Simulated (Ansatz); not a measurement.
# Structure relaxation of V

The calculation used DFT PBEsol, scalar-relativistic, plane waves, PAW in Ansatz 0.2.0. Cutoff 420 eV, Γ-centred k mesh, Gaussian smearing, no spin polarisation in the final step.

V was placed on the beta-tungsten (A15) structure type (Pm-3n, No. 223), at a guessed volume.

```xyz
8
Lattice="4.8270 0.0000 0.0000 0.0000 4.8270 0.0000 0.0000 0.0000 4.8270" Properties=species:S:1:pos:R:3 pbc="T T T"
V     2.4135    2.4135    2.4135
V     0.0000    0.0000    0.0000
V     1.2068    0.0000    2.4135
V     2.4135    1.2068    0.0000
V     2.4135    3.6203    0.0000
V     3.6203    0.0000    2.4135
V     0.0000    2.4135    3.6203
V     0.0000    2.4135    1.2068
```

Cell and atoms relax at zero pressure; the relaxation can't lower the symmetry of the start. After a coarse first stage the cell is made exact in the group found at 0.06 Å.

Energies count from the standard state of V at the same level.

Q: Describe the relaxed structure.

A: It keeps Pm-3n (No. 223). The result has the beta-tungsten (A15) structure. Conventional cell: a = 4.728 Å. Around V on Wyckoff site a (2 atoms of the primitive cell) lie 12 V at 2.64 Å; V on Wyckoff site c (6 atoms of the primitive cell) is coordinated by 2 V at 2.36 Å, 4 V at 2.64 Å and 8 V at 2.90 Å.

```xyz
8
Lattice="4.7283 0.0000 0.0000 0.0000 4.7283 0.0000 0.0000 0.0000 4.7283" Properties=species:S:1:pos:R:3 pbc="T T T"
V     2.3641    2.3641    2.3641
V     0.0000    0.0000    0.0000
V     1.1821    0.0000    2.3641
V     2.3641    1.1821    0.0000
V     2.3641    3.5462    0.0000
V     3.5462    0.0000    2.3641
V     0.0000    2.3641    3.5462
V     0.0000    2.3641    1.1821
```

Q: What are its volume, energy, density and gap?

A: The volume per atom is 13.21 Å³. The density is 6.40 g/cm³. The energy over the standard structure is 0.06 eV/atom and the gap on the 8×8×8 mesh is 0 eV (a metal).

The final run used a 8×8×8 mesh on its 8-atom cell and 0.10 eV smearing. For metals, differences of a few meV/atom aren't resolved. Symmetry constrained the relaxation, so the result can be a saddle point. The steps took of the order of 90 core-seconds in all.

This form isn't the element's structure at ambient conditions.